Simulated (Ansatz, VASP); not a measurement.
Ge: VASP beside Ansatz

INCAR

```
  ALGO = Normal
  EDIFF = 1E-6
  ENCUT = 520
  GGA = PS
  ISIF = 2
  ISMEAR = -1
  LASPH = T
  LCHARG = T
  LELF = T
  LREAL = F
  LVHAR = T
  LWAVE = F
  NBANDS = 13
  NELM = 60
  PREC = Accurate
  SIGMA = 0.05
```

File KPOINTS:

```
k-points
0
Gamma
  11 11 10
```

The input POSCAR:

```
Ge
1.0
    1.3686277522     -2.5474293491      0.0000000000
    1.3686277522      2.5474293491      0.0000000000
    0.0000000000      0.0000000000      2.6431496057
Ge
1
Direct
    0.5000000000      0.5000000000      0.0000000000
```

The input input.yaml:

```yaml
crystal:
  lattice:
    - [1.3686277522, -2.5474293491, 0.0]
    - [1.3686277522, 2.5474293491, 0.0]
    - [0.0, 0.0, 2.6431496057]
  atoms:
    - { symbol: Ge, position: [0.5, 0.5, 0.0] }
kpoints:
  mp_grid: { grid: [11, 11, 10] }
scf:
  occupations: { method: fermi_dirac, width: 0.05 }
hamiltonian:
  xc: pbesol
  pseudopotentials: { kind: all_electron, lapw: { basis_error: 0.001 } }
output:
  forces: true
  stress: true
  eigenvalues: true
```

Change from the starting cell: volume scaled by 0.94.

Alike in both runs: task single point; functional PBEsol; k mesh 11 × 11 × 10; occupations fermi-dirac, width 0.05 eV; no spin polarisation.

|  | VASP | Ansatz |
| --- | --- | --- |
| version | VASP 6.6.1 | Ansatz 0.2.0 |
| potentials or method | VASP PAW PBE potentials, release 64 (Ge_d) | all-electron LAPW, scalar-relativistic |
| plane-wave cutoff (eV) | 520 | see its input |

```csv
,VASP,Ansatz,Ansatz less VASP
gap on the k mesh at the Fermi level (eV),none,none,-
pressure (GPa),-0.1,0.1,+0.18
largest component of the traceless stress (GPa),1.87,1.90,+0.029
```

A gap of «none» marks a metal or a gap that the smearing closes. Ansatz ran all-electron here, so the differences hold the error of VASP's frozen core and of both bases.

Caveats: the PAW data sets were made with another functional, which shifts forces and pressure a little (VASP).
